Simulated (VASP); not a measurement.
Write the native input for VASP 6.6.1 that does the following.

- Task: relaxation of cell and atoms
- Functional: PBE
- Dispersion: D3(BJ)
- Potentials or basis: VASP PAW PBE potentials, release 64 (In_d, As)
- Cutoff: 600 eV
- k mesh: 12 × 12 × 12
- Occupations: gaussian, width 0.1 eV
- Spin: no spin polarisation
- Dipole correction: no
- Further INCAR settings: ALGO = Normal; EDIFF = 1e-07; IBRION = 2; EDIFFG = -0.002; NSW = 100; ISIF = 3

The structure of InAs (d3) lies in POSCAR:

```
InAs
1.0
    0.0000000000      3.0180000000      3.0180000000
    3.0180000000      0.0000000000      3.0180000000
    3.0180000000      3.0180000000      0.0000000000
In As
1 1
Direct
    0.0000000000      0.0000000000      0.0000000000
    0.2500000000      0.2500000000      0.2500000000
```

One way to write it, as run:

INCAR

```
PREC = Accurate ; ENCUT = 600
EDIFF = 1E-7 ; ISMEAR = 0
SIGMA = 0.1 ; LREAL = F
LASPH = T ; NELM = 100
ALGO = Normal ; ISIF = 3
LWAVE = F ; LCHARG = F
GGA = PE ; IVDW = 12
IBRION = 2 ; NSW = 100
EDIFFG = -0.002
```

KPOINTS

```
regular mesh
0
Gamma
  12 12 12
```

Potentials or basis: VASP PAW PBE potentials, release 64 (In_d, As).

Run with:

```console
$ cat potpaw_PBE.64/In_d/POTCAR potpaw_PBE.64/As/POTCAR > POTCAR
$ mpirun -np 1 vasp_std > vasp.out
```

Results of the run:

The relaxed volume is 28.56 Å³/atom and the relaxed cell is a = 4.323 Å, b = 4.323 Å, c = 4.323 Å, α = 60.00°, β = 60.00°, γ = 60.00°. The space group after relaxing (to 0.05 Å) is F-43m (No. 216). The energy gained by relaxing is 7.3 meV/atom and the ionic steps are 3. The pressure after relaxing is 0.0 GPa. The band gap on the k mesh is none (metal or under the smearing width) and the dispersion energy per atom is -0.312 eV.

Caveat: pairwise dispersion overbinds metals, which lowers pressure and volume; this crystal is a semiconductor, whose small gap the functional closes, so the metal is an error of the method.

Run time: 2.5 min on 1 thread of Intel(R) Xeon(R) Platinum 8488C (Sapphire Rapids), with other jobs on the host, peak memory 0.26 GiB.
